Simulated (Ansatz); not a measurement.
The system is TiO2.

```
Ti O
1.0
     4.54535    0.00000    0.00000
     0.00000    5.51962    0.00000
     0.00000    0.00000    4.90920
Ti O
4 8
Direct
  0.00000 0.17299 0.75000
  0.50000 0.32701 0.25000
  0.00000 0.82701 0.25000
  0.50000 0.67299 0.75000
  0.27145 0.38172 0.91865
  0.77145 0.11828 0.08135
  0.22855 0.11828 0.41865
  0.72855 0.38172 0.58135
  0.27145 0.61828 0.41865
  0.77145 0.88172 0.58135
  0.22855 0.88172 0.91865
  0.72855 0.61828 0.08135
```

Measurements of this composition are mostly on another form, of space group No. 141.

Base run:

- Program: Ansatz 0.2.0
- Functional: PBE
- Potentials or basis: Ansatz PAW
- Cutoff: 800 eV
- Density cutoff: 3200 eV
- k mesh: 6 × 5 × 6
- Occupations: fermi-dirac, width 0.05 eV
- Spin: no spin polarisation

Its results: band gap on the k mesh 2.62 eV, indirect (least direct gap 2.67 eV); pressure 4.1 GPa; largest force 0.117 eV/Å.

Q: The run is repeated on the same cell with these changes: functional from PBE to r2SCAN; cutoff from 800 eV to 500 eV (not typed: the program's choice for these potentials); hubbard terms from none to Ti d U = 6 eV; hubbard projectors from none to ortho-atomic (the default). What comes out?

A: Band gap on the k mesh 3.76 eV, indirect (least direct gap 3.84 eV); pressure 4.9 GPa; largest force 0.411 eV/Å.

Several settings changed at once, so the effect can't be laid on one alone.

Caveats: odd divisions of the mesh miss points on the zone boundary, where band edges often lie, so the gap on the mesh can be too wide (some runs); the PAW data sets come from PBE, with cores solved anew for the run's functional, which leaves a small shift of forces and pressure (some runs).
